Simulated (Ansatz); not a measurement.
# MoSe2: a line through a two-coordinate scan

An exercise on one series of results from a longer session: the logs are not shown, and one member is left open.

The COD entry's cell or inner coordinates are ideal or old and differ from later refinements, so a difference from it is no clean test against experiment.

Computed with Ansatz 0.2.0 (DFT PBE+D3(BJ), scalar-relativistic, plane waves, PAW, unless a step's input says otherwise).

16 further runs of the same task are left out: 16 set aside as unsound or not needed.

### Starting point

The structure is hexagonal, space group P6_3/mmc (No. 194). The conventional cell has a = 3.277 Å, b = 3.277 Å, c = 12.731 Å, α = 90.00°, β = 90.00°, γ = 120.00°. Mo (site symmetry -6m2) has 6 Se at 2.53 Å as nearest neighbours. Se (site symmetry 3m) has 3 Mo at 2.53 Å as nearest neighbours.

As a file:

```xyz
6
Lattice="3.2767 0.0000 0.0000 -1.6384 2.8377 0.0000 0.0000 0.0000 12.7306" Properties=species:S:1:pos:R:3 pbc="T T T"
Mo    0.0000    1.8918    3.1826
Mo    1.6384    0.9459    9.5479
Se    0.0000    1.8918    7.8739
Se    1.6384    0.9459    1.5086
Se    0.0000    1.8918   11.2220
Se    1.6384    0.9459    4.8567
```

This cell was relaxed beforehand with the same method: volume 19.73 Å³/atom, gap on the mesh 0.85 eV.

### Plan of the line

The energy is mapped over volume and the cell's shape.

- volume per atom: 7 values from 18.15 to 21.31 Å³
- c/a of the conventional cell: 7 values from 3.586 to 4.210

Nothing else is relaxed (fractional coordinates fixed). Energies count from the relaxed crystal. Points are written as (first, second).

Set-up of the first run:

The input, input.yaml:

```yaml
crystal:
  lattice:
    - [3.1869157773, 0.0, 0.0]
    - [-1.5934578886, 2.7599500228, 0.0]
    - [0.0, 0.0, 12.3816921839]
  atoms:
    - { symbol: Mo, position: [0.3333333333, 0.6666666667, 0.25] }
    - { symbol: Mo, position: [0.6666666667, 0.3333333333, 0.75] }
    - { symbol: Se, position: [0.3333333333, 0.6666666667, 0.6184997403] }
    - { symbol: Se, position: [0.6666666667, 0.3333333333, 0.1184997403] }
    - { symbol: Se, position: [0.3333333333, 0.6666666667, 0.8815002597] }
    - { symbol: Se, position: [0.6666666667, 0.3333333333, 0.3815002597] }
basis:
  ecutwfc: 420
kpoints:
  mp_grid: { grid: [12, 12, 4] }
hamiltonian:
  xc: pbe
  pseudopotentials: { kind: paw, azcp: { folder: soft_1 } }
  dispersion: d3bj
scf:
  occupations: { method: gaussian, width: 0.05 }
output:
  forces: true
  stress: true
  eigenvalues: true
```

The run is started by

```console
ansatz run input.yaml --threads 2 --pin off --max-ram 4096MiB --backend cpu --events-out ev --progress --plain --runs-dir out
```

Among the steps run: The run at (18.15 Å³, 3.885); Grid point (18.68 Å³, 3.885); Point (20.25 Å³, 3.885); The run at (20.78 Å³, 3.885); Point (21.31 Å³, 3.885).

One of the session's tables, all rows but one given; the rest of the session is left out.

| volume per atom (Å³) | energy (meV/atom) | slope (meV/atom per Å³) | pressure (GPa) | band gap on the k-mesh (eV) | largest force on an atom (eV/Å) |
| --- | --- | --- | --- | --- | --- |
| 18.15 | 61 | −83 | 13.3 | 0.696 | 1.40 |
| 18.68 | ? | ? | ? | ? | ? |
| 19.20 | 6 | −24 | 3.8 | 0.751 | 0.42 |
| 19.73 | 0 | 0 | 0.0 | 0.772 | 0.00 |
| 20.25 | 6 | 20 | −3.3 | 0.790 | 0.38 |
| 20.78 | 21 | 38 | −6.1 | 0.805 | 0.71 |
| 21.31 | 45 | 53 | −8.6 | 0.817 | 1.02 |

Estimate the missing values for volume per atom (Å³) = 18.68.

Worked estimate for «energy (meV/atom)». A straight line through the neighbours (18.15, 61) and (19.20, 6) gives 61 + (6 − 61) × (18.68 − 18.15) / (19.20 − 18.15) = 33; a parabola fitted to 3 rows on both sides gives 26.

The run gave: energy (meV/atom): 26; slope (meV/atom per Å³): −51; pressure (GPa): 8.2; band gap on the k-mesh (eV): 0.725; largest force on an atom (eV/Å): 0.88. In «energy (meV/atom)» the line misses by +7 and the parabola by +0.

Energies count from the relaxed crystal. Rows without a step come from runs not printed here or follow by symmetry. Slopes come from the forces (and the stress, where the cell changes), not from differences of energies.

What this shows: The lowest point of the line is at 19.73 Å³, 0 meV/atom from the zero. V·d²E/dV² there is about 130 GPa, a bulk modulus under this line's constraint. The highest point computed, at 18.15 Å³, lies 61 meV/atom above the lowest. A rigid map gives upper bounds: relaxing the other coordinates can only lower a point.
